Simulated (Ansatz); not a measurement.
# InGa2P3: one candidate of a structure search

Aim: relax a trial structure of InGa2P3 and see where it ends, then test the end with a random kick.

Method: DFT PBE, scalar-relativistic, plane waves, PAW, in Ansatz 0.2.0.

## (1) The structure to begin with

It takes space group I-4m2 (No. 119, tetragonal). Conventional cell: a = 3.989 Å, b = 3.989 Å, c = 17.069 Å, α = 90.00°, β = 90.00°, γ = 90.00°. Around In (site symmetry -4m2) lie 4 P at 2.54 Å. Ga (site symmetry 2mm) has 4 P at 2.40 to 2.41 Å in its first shell of neighbours. Around P (site symmetry 2mm) lie 2 Ga at 2.40 Å and 2 In at 2.54 Å. Around P (site symmetry -4m2) lie 4 Ga at 2.41 Å.

As a file:

```xyz
6
Lattice="-1.9943 1.9943 8.5346 1.9943 -1.9943 8.5346 1.9943 1.9943 -8.5346" Properties=species:S:1:pos:R:3 pbc="T T T"
In    0.0000    0.0000    0.0000
Ga    0.0000    0.0000   11.4512
Ga    0.0000    0.0000    5.6180
P     0.0000    1.9943    6.9542
P     1.9943    0.0000    4.2673
P     0.0000    1.9943    1.5804
```

The start is the relaxed end of an invented cell (made as: elements ordered on the sites of the InP type, Ga/In on In (I-4m2, No. 119)), taken up again for a closer look.

## (2) A first look at the guess

Contents of input.yaml:

```yaml
crystal:
  lattice:
    - [-1.9942552, 1.9942552, 8.5345977]
    - [1.9942552, -1.9942552, 8.5345977]
    - [1.9942552, 1.9942552, -8.5345977]
  atoms:
    - { symbol: In, position: [0.0, 0.0, 0.0] }
    - { symbol: Ga, position: [0.670868, 0.670868, 0.0] }
    - { symbol: Ga, position: [0.329132, 0.329132, 0.0] }
    - { symbol: P, position: [0.907412, 0.407412, 0.5] }
    - { symbol: P, position: [0.25, 0.75, 0.5] }
    - { symbol: P, position: [0.592588, 0.092588, 0.5] }
basis:
  ecutwfc: 420
kpoints:
  mp_grid: { grid: [6, 6, 6] }
hamiltonian:
  xc: pbe
scf:
  occupations: { method: gaussian, width: 0.1 }
  lower_state_search: "off"
output:
  forces: true
  stress: true
  eigenvalues: true
```

The run is started by

```console
ansatz run input.yaml --threads 4 --pin off --max-ram 8192MiB --backend cpu --events-out ev --progress --plain --runs-dir out
```

Log, cut to the lines that bear on the results:

```text
Warning: RAYON_NUM_THREADS=4 ignored (pool sized by the plan → 4); use --threads N
[...]
Pseudopotentials: kind: paw
Pseudopotential: In, paw, valence charge 13, recommended cutoff 420 eV (normal), In.paw.azcp
Pseudopotential: Ga, paw, valence charge 13, recommended cutoff 420 eV (normal), Ga.paw.azcp
Pseudopotential: P, paw, valence charge 5, recommended cutoff 420 eV (normal), P.paw.azcp
Functional definition: PBE
[...]
Crystal: 6 atoms, lattice volume = 135.770 Å³
Basis set: ecut = 420 eV, 2625 PW (Γ), FFT grids on a1+a3, a2+a3, a3, exchange–correlation on 54×54×128 points (8 copies of the dense FFT grid, shifted against one another)
Bands: 33, of which v1, the nominal top of the filled ones, is band 27 counted from 1 (26 counted from 0)
Symmetry: 8 space group operations
Space group: I-4m2 (ITA 119), of the structure as read, at distance tolerance 5.1e-5 Å
k-points: 30 of 216 (time reversal used)
[...]
SCF iter   1: F=—  HF=-15432.988617 eV  |F-HF|=—  |Δ(HF+E_count)|=         —  Δρ=1.44e-3  dr2=4.85e-3  ethr=1.77e-3  ⟨swp⟩=6.9  Hψ=4575  notcnv=0
[...]
SCF iter   7: F=-15432.982235 eV  HF=-15432.982235 eV  |F-HF|=1.67e-8  |Δ(HF+E_count)|=   1.03e-6  Δρ=5.20e-6  dr2=8.45e-8  ethr=1.85e-10  ⟨swp⟩=10.4  Hψ=4898  notcnv=0
[...]
SCF converged after 7 iterations
Free energy (F): -15432.982235 eV
[...]
E sigma→0 (E₀):  -15432.982235 eV
Fermi energy:    7.193531 eV
[...]
--- Forces (eV/Å), atoms counted from 1 ---
  atom   1  In    -0.00000000    -0.00000000    -0.00000000
  atom   2  Ga    -0.00000000    -0.00000000     0.00356340
  atom   3  Ga    -0.00000000     0.00000000    -0.00356340
  atom   4  P      0.00000000     0.00000000    -0.00927252
  atom   5  P      0.00000000    -0.00000000     0.00000000
  atom   6  P      0.00000000    -0.00000000     0.00927252
[...]
--- Stress (GPa, compression-positive) ---
        0.079403       0.000000      -0.000000
        0.000000       0.079403       0.000000
        0.000000       0.000000      -0.077023
  P = ⅓ Tr σ = 0.0273 GPa (0.273 kbar)
--- Band table (eV; the first three rows and the last of 30) ---
[...]
```

It took 4 s on 4 threads of Arm Neoverse V2, shared host; peak memory 0.45 GiB.

From the probe: pressure 0.0 GPa, largest force 0.01 eV/Å, gap on this mesh 0.98 eV. The coarse relaxation is skipped.

## (3) Relaxation on the finer mesh

input.yaml: that of step 2 with these lines changed.

```diff
@@ -15,3 +15,3 @@
 kpoints:
-  mp_grid: { grid: [6, 6, 6] }
+  mp_grid: { grid: [10, 10, 10] }
 hamiltonian:
@@ -19,4 +19,3 @@
 scf:
-  occupations: { method: gaussian, width: 0.1 }
-  lower_state_search: "off"
+  occupations: { method: gaussian, width: 0.02 }
 output:
@@ -25 +24,10 @@
   eigenvalues: true
+  write_density: true
+  write_potential: true
+  elf: true
+  volumetric_format: npy
+relax:
+  adjacent_minimum: "off"
+  f_tol: 0.01
+  max_steps: 80
+  cell: { stress_tol: 0.05 }
```

The run is started by

```console
ansatz run input.yaml --threads 4 --pin off --max-ram 8192MiB --backend cpu --events-out ev --progress --plain --runs-dir out
```

Log:

```text
Warning: RAYON_NUM_THREADS=4 ignored (pool sized by the plan → 4); use --threads N
basis.fft_grid_basis auto: the FFT boxes are laid along the combinations [[1, -1, 0], [0, 1, 0], [1, 0, 1]] of the cell's own vectors, 5.641, 8.989 and 3.989 Å long. The dense box has 40×64×27 points. Along the cell's own vectors, as sized, it would have 64×64×64, 3.79 times as many. Of the 8 symmetry operations that the crystal satisfies within crystal.symmetry.tolerance (time reversal apart; of a slab, those that keep its plane) the dense box along the cell's own vectors carries 8, and the one as laid loses 7 of those. basis.fft_grid_basis: typed keeps the cell's own vectors: state it where this run's energies or levels are differenced outside the engine with another run's, or held beside a run that keeps those vectors. Those combinations have planes normal to reciprocal vector 3, as the cell's own vectors have. Each planar average written beside output.write_density, output.write_potential has a row for each plane of the box: 27. The volumetric files lie along those combinations, not along the cell's own vectors: a cube or XSF file states them, and fields.json those of NumPy files.
Engine: ansatz 0.2.0, aarch64-unknown-linux-gnu
[... 5 set-up lines as earlier in the session ...]
  parameter kappa = 0.804
  parameter beta = 0.06672455060314922
  exchange = pbe_x(kappa = kappa, mu = beta*pi^2/3)
  correlation = pbe_c(beta = beta)
Crystal: 6 atoms, lattice volume = 135.770 Å³
Basis set: ecut = 420 eV, 2625 PW (Γ), FFT grids on a1−a2, a2, a1+a3, exchange–correlation on 80×128×54 points (8 copies of the dense FFT grid, shifted against one another)
Bands: 33, of which v1, the nominal top of the filled ones, is band 27 counted from 1 (26 counted from 0)
[... 2 set-up lines as earlier in the session ...]
k-points: 102 of 1000 (time reversal used)
Non-local potential: In, projectors of the file, l = 0: 2, l = 1: 2, l = 2: 2, l = 3: 2
Non-local potential: Ga, projectors of the file, l = 0: 2, l = 1: 2, l = 2: 3, l = 3: 1
Non-local potential: P, projectors of the file, l = 0: 2, l = 1: 2, l = 2: 2
PAW form: soft (Blöchl's): semilocal exchange-correlation on the pseudo side does not see the compensation charge
PAW one-centre angular grid: In, 590 points (default); XC on 64 Gauss nodes
PAW one-centre angular grid: Ga, 590 points (default); XC on 64 Gauss nodes
PAW one-centre angular grid: P, 110 points (default); XC on 64 Gauss nodes
Initial density: superposition of atomic densities (neutral atoms: chi_scale 0, normalization atom), corrected by the library's trained network
Initial wavefunctions: pseudopotential atomic-orbital guess
Functional: x = pbe(κ = 0.804, μ = 0.2195149727645171), c = pbe(β = 0.06672455060314922)
SCF iter   1: F=—  HF=-15433.003013 eV  |F-HF|=—  |Δ(HF+E_count)|=         —  Δρ=1.51e-3  dr2=5.57e-3  ethr=1.77e-3  ⟨swp⟩=7.9  Hψ=16194  notcnv=0
preconditioner: auto → Resta (q_TF=auto, 2.340 Å⁻¹)  ε∞=4.0  [insulator: Δε(μ)=0.979 eV  Ē_g=13.564 eV  σ=0.020 eV  W_gap=1.00  n_scr=26 (ndim 8)  ℏωp=23.4 eV  f_vac=0.018  D(μ)=0.00/eV (n_scr^D=0)  ε∞_Penn≈4.0]
SCF iter   2: F=—  HF=-15432.996509 eV  |F-HF|=—  |Δ(HF+E_count)|=   6.50e-3  Δρ=1.01e-3  dr2=1.45e-3  ethr=1.03e-5  ⟨swp⟩=2.8  Hψ=7751  notcnv=0  defer=172
SCF iter   3: F=—  HF=-15432.996316 eV  |F-HF|=—  |Δ(HF+E_count)|=   1.93e-4  Δρ=4.10e-4  dr2=3.83e-4  ethr=2.69e-6  ⟨swp⟩=2.2  Hψ=5799  notcnv=0  defer=172
SCF iter   4: F=—  HF=-15432.996406 eV  |F-HF|=—  |Δ(HF+E_count)|=   8.95e-5  Δρ=1.77e-4  dr2=6.02e-5  ethr=7.10e-7  ⟨swp⟩=2.6  Hψ=5302  notcnv=0  defer=172
SCF iter   5: F=—  HF=-15432.996473 eV  |F-HF|=—  |Δ(HF+E_count)|=   6.69e-5  Δρ=8.62e-5  dr2=1.10e-5  ethr=1.12e-7  ⟨swp⟩=2.8  Hψ=4896  notcnv=0  defer=172
SCF iter   6: F=—  HF=-15432.996490 eV  |F-HF|=—  |Δ(HF+E_count)|=   1.67e-5  Δρ=1.82e-5  dr2=6.34e-7  ethr=2.04e-8  ⟨swp⟩=2.0  Hψ=5948  notcnv=0  defer=172
SCF iter   7: F=-15432.996491 eV  HF=-15432.996491 eV  |F-HF|=1.33e-8  |Δ(HF+E_count)|=   1.15e-6  Δρ=5.32e-6  dr2=8.78e-8  ethr=1.85e-10  ⟨swp⟩=15.5  Hψ=30227  notcnv=0
SCF 1 converged in 7 iterations: F = -15432.996491 eV  dr2 = 8.78e-8
relax step   1: F+E_penalty+E_count = -15432.99649068 eV  Δ(F+E_penalty+E_count) = +0.000e0 eV  max|allowed force component| = 7.338e-3 eV/Å  Δτ_max = 0.0000 Å  P = +0.029 GPa  Ω = 135.770 Å³  (7 SCF iters, dr2 threshold 1.00e-7 eV, accepted)
Initial density: handed on by an earlier stage of this run
Initial wavefunctions: pseudopotential atomic-orbital guess (no wavefunctions were taken with the density)
iter 1 solved again at ethr=9.33e-7 eV; its pass at ethr=3.10e-3 eV (dr2=5.04e-4 eV) is discarded
SCF iter   1: F=—  HF=-15432.996456 eV  |F-HF|=—  |Δ(HF+E_count)|=         —  Δρ=6.12e-6  dr2=9.39e-8  ethr=9.33e-7  ⟨swp⟩=3.0  Hψ=24327  notcnv=0
eigensolver tolerance schedule: the retry pair's looser diagonalisation over-reported the residual by 5364.62 of it (diagonalisation noise at an unbounded share of the residual, at the tolerance the schedule requests for it); recorded, not acted on — ethr = c·dr2/N_el stays at c = 1.0e-1
preconditioner: auto → Resta (q_TF=auto, 2.340 Å⁻¹)  ε∞=4.0  [insulator: Δε(μ)=0.986 eV  Ē_g=13.556 eV  σ=0.020 eV  W_gap=1.00  n_scr=26 (ndim 8)  ℏωp=23.4 eV  f_vac=0.013  D(μ)=0.00/eV (n_scr^D=0)  ε∞_Penn≈4.0]
SCF iter   2: F=—  HF=-15432.996491 eV  |F-HF|=—  |Δ(HF+E_count)|=   3.50e-5  Δρ=3.65e-6  dr2=1.57e-8  ethr=1.74e-10  ⟨swp⟩=3.2  Hψ=9022  notcnv=0
SCF iter   3: F=—  HF=-15432.996491 eV  |F-HF|=—  |Δ(HF+E_count)|=   8.69e-9  Δρ=1.83e-6  dr2=4.74e-9  ethr=2.91e-11  ⟨swp⟩=2.0  Hψ=6039  notcnv=0
SCF iter   4: F=—  HF=-15432.996491 eV  |F-HF|=—  |Δ(HF+E_count)|=   1.12e-8  Δρ=8.98e-7  dr2=1.58e-9  ethr=8.78e-12  ⟨swp⟩=2.0  Hψ=5087  notcnv=0
SCF iter   5: F=—  HF=-15432.996491 eV  |F-HF|=—  |Δ(HF+E_count)|=   4.33e-9  Δρ=3.57e-7  dr2=2.73e-10  ethr=2.92e-12  ⟨swp⟩=3.0  Hψ=6612  notcnv=0
SCF iter   6: F=-15432.996491 eV  HF=-15432.996491 eV  |F-HF|=1.09e-11  |Δ(HF+E_count)|=  5.29e-10  Δρ=9.31e-8  dr2=1.45e-11  ethr=1.00e-12  ⟨swp⟩=6.9  Hψ=19835  notcnv=0
SCF 2 converged in 6 iterations: F = -15432.996491 eV  dr2 = 1.45e-11
relax step   2: F+E_penalty+E_count = -15432.99649074 eV  Δ(F+E_penalty+E_count) = -6.171e-8 eV  max|allowed force component| = 7.286e-3 eV/Å  Δτ_max = 0.0000 Å  P = +0.029 GPa  Ω = 135.770 Å³  stress off target by 4.10e-2 GPa  SCF on the basis re-selected at this cell (its energy is not comparable with the rows above)  (6 SCF iters)
basis re-selected at this cell: Δ(F+E_penalty+E_count) = -6.171e-8 eV, ΔP = +0.000 GPa vs the last step (what re-selecting the basis moved, of the pressure what is left beyond the Pulay correction that the steps carried, after the strain that the cell walked since its last selection, with what the two solves' SCF thresholds leave and, on support functions, any second-order correction that the steps lacked; it is no measure of the basis error at this ecutwfc). This SCF's stress stands 4.10e-2 GPa from its target on what of the cell is left free (relax.cell.stress_tol is 5.00e-2 GPa) and its largest allowed force component is 7.29e-3 eV/Å (relax.f_tol is 1.00e-2 eV/Å): within both
SCF converged after 6 iterations
Free energy (F): -15432.996491 eV
Harris-Foulkes:  -15432.996491 eV  (|F-HF|=1.09e-11)
Internal energy: -15432.996491 eV  (E = F + TS)
E sigma→0 (E₀):  -15432.996491 eV
Fermi energy:    7.187921 eV
--- Per-component energies (eV) ---
  E_band       = -186.921849
  E_kinetic    = 682.874719
  E_local      = -5900.455199  (includes V_loc(G=0)·N_el)
  E_nonlocal   = 1319.195482
  E_hartree    = 2629.462101
  E_xc         = -536.449750
  E_vxc        = -395.667324  (∫ρ·V_xc dr)
  E_paw        = -9842.681040  (= ΣΔE_a)
  E_vpaw       = -1151.793780  (= ΣTr[D̂ρ^β])
  E_aug_tail   = -0.000171  (compensation charges beyond the density's cutoff)
  E_ewald      = -3784.942634
  E_smearing   = -0.000000  (= −TS)
  E_closure    = 0.000000  (closes the sum)
  Σ components = -15432.996491   (vs F -15432.996491, Δ=0.00e0)
--- Forces (eV/Å), atoms counted from 1 ---
  atom   1  In    -0.00000000    -0.00000000     0.00000000
  atom   2  Ga    -0.00000000     0.00000000     0.00339142
  atom   3  Ga    -0.00000000     0.00000000    -0.00339142
  atom   4  P      0.00000000    -0.00000000    -0.00728638
  atom   5  P      0.00000000     0.00000000     0.00000000
  atom   6  P      0.00000000     0.00000000     0.00728638
  max |Σ_I F_I| component: 5.55e-17 eV/Å
--- Stress (GPa, compression-positive) ---
        0.040995       0.000000      -0.000000
        0.000000       0.040995       0.000000
       -0.000000      -0.000000       0.005479
  P = ⅓ Tr σ = 0.0292 GPa (0.292 kbar)
--- Band table (eV; the first three rows and the last of 102) ---
  k-point 0: bands = ["-7.9345", "-7.8892", "-7.8529", "-7.8529", "-7.8231", "-7.8231", "-7.8055", "-7.7903", "-7.7687", "-7.7583", "-7.5863", "-7.4210", "-7.4210", "-7.3491", "-7.3276", "-5.2815", "-3.7697", "-3.5470", "1.8201", "1.8589", "4.3843", "4.3843", "4.8566", "4.8566", "6.5598", "6.6950", "6.6950", "7.6805", "8.4534", "8.5233", "9.4516", "9.8057", "10.6270"]
  k-point 1: bands = ["-7.9308", "-7.8871", "-7.8610", "-7.8501", "-7.8276", "-7.8242", "-7.8021", "-7.7887", "-7.7697", "-7.7606", "-7.5737", "-7.4327", "-7.4258", "-7.3442", "-7.3326", "-5.1234", "-3.6569", "-3.4524", "1.6226", "1.6835", "4.1171", "4.1555", "4.7089", "4.7155", "5.5476", "6.2236", "6.3244", "8.8006", "9.1420", "9.2285", "9.9173", "10.1453", "10.2588"]
  k-point 2: bands = ["-7.9252", "-7.8851", "-7.8799", "-7.8417", "-7.8337", "-7.8244", "-7.7947", "-7.7858", "-7.7726", "-7.7664", "-7.5449", "-7.4599", "-7.4295", "-7.3468", "-7.3317", "-4.6668", "-3.3530", "-3.2065", "1.1422", "1.3119", "3.4463", "3.4807", "3.9650", "4.7503", "4.9696", "5.4937", "5.6138", "9.2731", "9.8954", "10.1954", "10.4765", "10.9329", "11.2337"]
  k-point 101: bands = ["-7.9378", "-7.8844", "-7.8517", "-7.8517", "-7.8245", "-7.8245", "-7.8060", "-7.7898", "-7.7686", "-7.7584", "-7.5901", "-7.4208", "-7.4208", "-7.3484", "-7.3276", "-4.9991", "-4.6611", "-2.6650", "0.3729", "4.1502", "4.1502", "4.3290", "4.3708", "5.5739", "5.5739", "6.0279", "6.0279", "8.3267", "8.4800", "9.3927", "9.6206", "9.8406", "10.1312"]
--- Relaxed structure (1 steps of the walk, 1 accepted, 1 SCFs on fresh bases) ---
  F+E_penalty+E_count = -15432.99649074 eV   max|allowed force component| = 7.286e-3 eV/Å   (the final SCF, on the basis selected at the relaxed cell)
  cell:  # Å, volume = 135.7702 Å³
    - [-1.9942552, 1.9942552, 8.5345977]
    - [1.9942552, -1.9942552, 8.5345977]
    - [1.9942552, 1.9942552, -8.5345977]
  atoms:
    - { symbol: In, position: [0.0, 0.0, 0.0] }
    - { symbol: Ga, position: [0.6708679999999998, 0.6708679999999998, 0.0] }
    - { symbol: Ga, position: [0.32913199999999987, 0.32913199999999987, 0.0] }
    - { symbol: P, position: [0.9074119999999999, 0.4074119999999999, 0.49999999999999994] }
    - { symbol: P, position: [0.24999999999999992, 0.7499999999999999, 0.4999999999999999] }
    - { symbol: P, position: [0.5925879999999999, 0.09258799999999995, 0.49999999999999994] }
```

Run time: 34 s. Hardware: 4 threads of Arm Neoverse V2, shared host; peak memory 0.7 GiB.

Step by step:

```csv
step,energy from step 1 (eV/cell),largest force component (eV/Å),pressure (GPa),volume (Å³)
1,0.0000,0.0073,0.03,135.77
2,0.0000,0.0073,0.03,135.77
```

Step 1 is the start. Step 2 repeats the geometry before it on a plane-wave basis chosen anew for that cell, so its energy need not be comparable with the rows above.

Lengths and angles in the start's conventional setting:

|  | before | after | change |
| --- | --- | --- | --- |
| a (Å) | 3.989 | 3.989 | 0.0 % |
| b (Å) | 3.989 | 3.989 | 0.0 % |
| c (Å) | 17.069 | 17.069 | 0.0 % |
| volume (Å³/atom) | 22.63 | 22.63 | 0.0 % |
| shortest distance (Å) | 2.401 | 2.401 | 0.0 % |
| space group (0.01 Å) | I-4m2 | I-4m2 | same |

Forces and stress were held to the start's 8 operations: a distortion of lower symmetry was not tested.

The maps below are laid out on this run's own conventional cell (a, b, c = 3.989, 3.989, 17.069 Å).

Density in a lattice plane of the grid's cell (edges 3.99 and 17.07 Å, at 0.000 of the third edge), which holds In and Ga and P.

Values in e/Å³, 12 rows by 6 columns:
```
 0.14  0.26  0.72  0.09  0.72  0.26
 0.03  0.04  0.13  0.21  0.13  0.04
 0.13  0.08  0.03  0.02  0.03  0.08
43.91  1.45  0.26  0.22  0.26  1.46
 0.10  0.21  0.63  0.09  0.63  0.21
 0.01  0.03  0.07  0.12  0.07  0.03
 0.10  0.06  0.03  0.02  0.03  0.06
43.91  1.45  0.20  0.15  0.20  1.44
 0.13  0.25  0.67  0.04  0.67  0.25
 0.03  0.03  0.09  0.14  0.09  0.03
 0.14  0.09  0.03  0.02  0.03  0.09
13.08  2.64  0.20  0.12  0.20  2.64
```
Columns run along the first of these edges and rows up along the second, over one cell in 6 and 12 even steps from the bottom left corner. Atoms in the plane (fractional): In at (0.00, 0.00), Ga at (0.00, 0.67), Ga at (0.00, 0.33), P at (0.50, 0.91), P at (0.50, 0.25), P at (0.50, 0.59).

ELF in the same plane.

Values, 12 rows by 6 columns:
```
0.20 0.63 0.80 0.01 0.80 0.63
0.02 0.07 0.43 0.63 0.43 0.07
0.24 0.16 0.03 0.01 0.03 0.16
0.23 0.18 0.57 0.64 0.57 0.19
0.19 0.59 0.64 0.01 0.64 0.59
0.01 0.04 0.23 0.40 0.23 0.04
0.19 0.12 0.03 0.01 0.03 0.12
0.23 0.19 0.45 0.51 0.46 0.18
0.24 0.65 0.70 0.02 0.70 0.65
0.02 0.04 0.29 0.51 0.29 0.04
0.20 0.17 0.05 0.01 0.05 0.16
0.00 0.17 0.28 0.40 0.28 0.17
```
Columns run along the first of these edges and rows up along the second, over one cell in 6 and 12 even steps from the bottom left corner. Atoms in the plane (fractional): In at (0.00, 0.00), Ga at (0.00, 0.67), Ga at (0.00, 0.33), P at (0.50, 0.91), P at (0.50, 0.25), P at (0.50, 0.59).

Both are smooth fields of the valence electrons: close to the nuclei they are not physical.

Maxima of ELF outside the ion cores: 0.91 on the P–Ga line, 0.9 Å from P; 0.90 on the P–In line, 0.9 Å from P.

## (4) Reference for the kick test

Contents of input.yaml:

```yaml
crystal:
  lattice:
    - [0.0, -3.9885104, 0.0]
    - [7.9770208, 0.0, 0.0]
    - [-1.9942552, 1.9942552, 8.5345977]
  atoms:
    - { symbol: In, position: [0.0, 0.0, 0.0] }
    - { symbol: In, position: [0.0, 0.5, 0.0] }
    - { symbol: Ga, position: [0.670868, 0.335434, 0.341736] }
    - { symbol: Ga, position: [0.670868, 0.835434, 0.341736] }
    - { symbol: Ga, position: [0.329132, 0.164566, 0.658264] }
    - { symbol: Ga, position: [0.329132, 0.664566, 0.658264] }
    - { symbol: P, position: [0.907412, 0.203706, 0.814824] }
    - { symbol: P, position: [0.907412, 0.703706, 0.814824] }
    - { symbol: P, position: [0.25, 0.375, 0.5] }
    - { symbol: P, position: [0.25, 0.875, 0.5] }
    - { symbol: P, position: [0.592588, 0.046294, 0.185176] }
    - { symbol: P, position: [0.592588, 0.546294, 0.185176] }
basis:
  ecutwfc: 420
kpoints:
  mp_grid: { grid: [4, 2, 4] }
hamiltonian:
  xc: pbe
scf:
  occupations: { method: gaussian, width: 0.1 }
  lower_state_search: "off"
output:
  forces: true
  stress: true
  eigenvalues: true
```

The run is started by

```console
ansatz run input.yaml --threads 4 --pin off --max-ram 8192MiB --backend cpu --events-out ev --progress --plain --runs-dir out
```

Log, cut to the lines that bear on the results:

```text
Warning: RAYON_NUM_THREADS=4 ignored (pool sized by the plan → 4); use --threads N
[...]
[... 5 set-up lines as earlier in the session ...]
[...]
Crystal: 12 atoms, lattice volume = 271.540 Å³
Basis set: ecut = 420 eV, 5279 PW (Γ), exchange–correlation on 54×108×128 points (8 copies of the dense FFT grid, shifted against one another)
Bands: 66, of which v1, the nominal top of the filled ones, is band 54 counted from 1 (53 counted from 0)
Symmetry: 4 space group operations
Space group: I-4m2 (ITA 119), of the structure as read, at distance tolerance 6.5e-5 Å
k-points: 14 of 32 (time reversal used)
[...]
SCF iter   8: F=-30865.746116 eV  HF=-30865.746116 eV  |F-HF|=6.54e-9  |Δ(HF+E_count)|=   5.58e-8  Δρ=2.72e-6  dr2=1.53e-8  ethr=9.26e-11  ⟨swp⟩=10.8  Hψ=3542  notcnv=0
[...]
SCF converged after 8 iterations
Free energy (F): -30865.746116 eV
[...]
E sigma→0 (E₀):  -30865.746116 eV
Fermi energy:    7.204951 eV
[...]
--- Forces (eV/Å), atoms counted from 1 ---
  atom   1  In     0.00000004     0.00000000     0.00000069
  atom   2  In     0.00000004     0.00000000     0.00000069
  atom   3  Ga    -0.00000018     0.00000000     0.00372806
  atom   4  Ga    -0.00000018     0.00000000     0.00372806
  atom   5  Ga     0.00000018    -0.00000000    -0.00372955
  atom   6  Ga     0.00000018    -0.00000000    -0.00372955
  atom   7  P      0.00000017     0.00000000    -0.02539932
  atom   8  P      0.00000017     0.00000000    -0.02539932
[...]
--- Stress (GPa, compression-positive) ---
        0.386209       0.000000       0.000000
        0.000000       0.386213       0.000000
        0.000000       0.000000      -0.432890
  P = ⅓ Tr σ = 0.1132 GPa (1.132 kbar)
--- Band table (eV; the first three rows and the last of 14) ---
[...]
```

Wall time 5.9 s (4 threads of Arm Neoverse V2, shared host); peak memory 0.77 GiB.

The cell holds 12 atoms, 2 times the relaxed one.

[end of part 1 of 2]
